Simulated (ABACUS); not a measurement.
The system is MgS (Niningerite).

```
S Mg
1.0
     0.00000    2.60165    2.60165
     2.60165    0.00000    2.60165
     2.60165    2.60165    0.00000
S Mg
1 1
Direct
  0.50000 0.50000 0.50000
  0.00000 0.00000 0.00000
```

A run of ABACUS 3.10.1 on this cell left the log below. Logs are shortened: lines on timing, memory, paths and dates and some standing lists are left out, and cuts for length are marked.

```text
ABACUS v3.10.1

               Atomic-orbital Based Ab-initio Computation at UStc

 ------------------------------------------------------------------------------------

 READING GENERAL INFORMATION
                           global_out_dir = OUT.MgS/
                           global_in_card = INPUT
                               pseudo_dir = ./
                              orbital_dir =
                                    DSIZE = 4
                                    GSIZE = 1

 READING UNITCELL INFORMATION
                                    ntype = 2
                  lattice constant (Bohr) = 1.88973
              lattice constant (Angstrom) = 1

 READING ATOM TYPE 1
                               atom label = S
                      L=0, number of zeta = 1
                      L=1, number of zeta = 1
                      L=2, number of zeta = 1
             number of atom for this type = 1

 READING ATOM TYPE 2
                               atom label = Mg
                      L=0, number of zeta = 1
                      L=1, number of zeta = 1
                      L=2, number of zeta = 1
             number of atom for this type = 1

                        TOTAL ATOM NUMBER = 2
DIRECT COORDINATES
    atom                   x                   y                   z     mag                  vx                  vy                  vz
taud_S1            0.5000000000        0.5000000000        0.5000000000  0.0000        0.0000000000        0.0000000000        0.0000000000
taud_Mg1            0.0000000000        0.0000000000        0.0000000000  0.0000        0.0000000000        0.0000000000        0.0000000000

                          Volume (Bohr^3) = 237.669
                             Volume (A^3) = 35.2189

 Lattice vectors: (Cartesian coordinate: in unit of a_0)
[... 220 lines left out ...]
 hsover_error=0.16 > DRHO=0.0935378
 Origin diag ethr = 0.01
 New diag ethr = 0.000584612

 Density error is 0.0937744304734
                          Error Threshold = 0.000584611544966
----------------------------------------------------------
     Energy           Rydberg                 eV
----------------------------------------------------------
 E_KohnSham     -140.8712240386      -1916.6513311595
 E_Harris       -142.0219694161      -1932.3080252401
 E_Fermi        0.5523254678         7.5147735128
----------------------------------------------------------
[... 51 lines left out ...]
 Density error is 3.65101200066e-10
                          Error Threshold = 2.69828664611e-10
----------------------------------------------------------
     Energy           Rydberg                 eV
----------------------------------------------------------
 E_KohnSham     -140.8925745527      -1916.9418198066
 E_KS(sigma->0) -140.8925745527      -1916.9418198065
 E_Harris       -140.8926237621      -1916.9424893347
 E_band         -24.5534757869       -334.0671764073
 E_one_elec     -86.5921030113       -1178.1460027563
 E_Hartree      44.2453140414        601.9883807628
 E_xc           -21.8323090568       -297.0438036694
 E_Ewald        -76.7134765261       -1043.7403941436
 E_entropy(-TS) -0.0000000000        -0.0000000000
 E_descf        0.0000000000         0.0000000000
 E_exx          0.0000000000         0.0000000000
 E_Fermi        0.5788352282         7.8754573063
----------------------------------------------------------

 charge density convergence is achieved
 final etot is -1916.9418198 eV
 EFERMI = 7.8754573063 eV

 STATE ENERGY(eV) AND OCCUPATIONS    NSPIN == 1
 1/5 kpoint (Cartesian) = 0.0000 0.0000 0.0000 (3119 pws)
       1       -67.8763     0.00583090
       2       -35.2877     0.00583090
       3       -35.2877     0.00583090
       4       -35.2877     0.00583090
       5       -6.48453     0.00583090
       6        6.16568     0.00583090
[... 79 lines left out ...]
       6        4.90094      0.0349854
[... 10 lines left out ...]
      17        20.5676        0.00000
      18        21.3490        0.00000

------------------------------------------------------------------------------------------
 TOTAL-FORCE (eV/Angstrom)
------------------------------------------------------------------------------------------
                        S1         0.0000000000         0.0000000000         0.0000000000
                       Mg1         0.0000000000         0.0000000000         0.0000000000
------------------------------------------------------------------------------------------

----------------------------------------------------------------
 TOTAL-STRESS (KBAR)
----------------------------------------------------------------
       -31.5194233665        -0.0000000000         0.0000000000
        -0.0000000000       -31.5194233665         0.0000000000
        -0.0000000000         0.0000000000       -31.5194233665
----------------------------------------------------------------
 TOTAL-PRESSURE: -31.519423 KBAR

 --------------------------------------------
 !FINAL_ETOT_IS -1916.9418198065570778 eV
 --------------------------------------------
```

Problem. What input gives this log?

Solution. Single point with LDA, no spin polarisation. The files as run (others can give the same):

INPUT
```
INPUT_PARAMETERS
suffix              MgS
calculation         scf
basis_type          pw
pseudo_dir          ./
symmetry            1
dft_functional      pz
ecutwfc             84
pseudo_rcut         7
nspin               1
nbands              18
ks_solver           dav
smearing_method     fd
smearing_sigma      0.00367493
scf_thr             1e-08
scf_nmax            100
mixing_type         broyden
mixing_beta         0.7
cal_force           1
cal_stress          1
out_chg             1
kpar                4
```

STRU
```
ATOMIC_SPECIES
S 32.0600 S.upf
Mg 24.3050 Mg.upf

LATTICE_CONSTANT
1.8897261246

LATTICE_VECTORS
0.0000000000 2.6016500000 2.6016500000
2.6016500000 0.0000000000 2.6016500000
2.6016500000 2.6016500000 0.0000000000

ATOMIC_POSITIONS
Direct

S
0.0
1
0.5000000000 0.5000000000 0.5000000000 1 1 1

Mg
0.0
1
0.0000000000 0.0000000000 0.0000000000 1 1 1
```

KPT
```
K_POINTS
0
Gamma
7 7 7 0 0 0
```

Potentials or basis: PseudoDojo NC SR 0.4.1 LDA stringent, plane waves.
Command:
```console
$ OMP_NUM_THREADS=1 mpirun -np 4 abacus > log
```
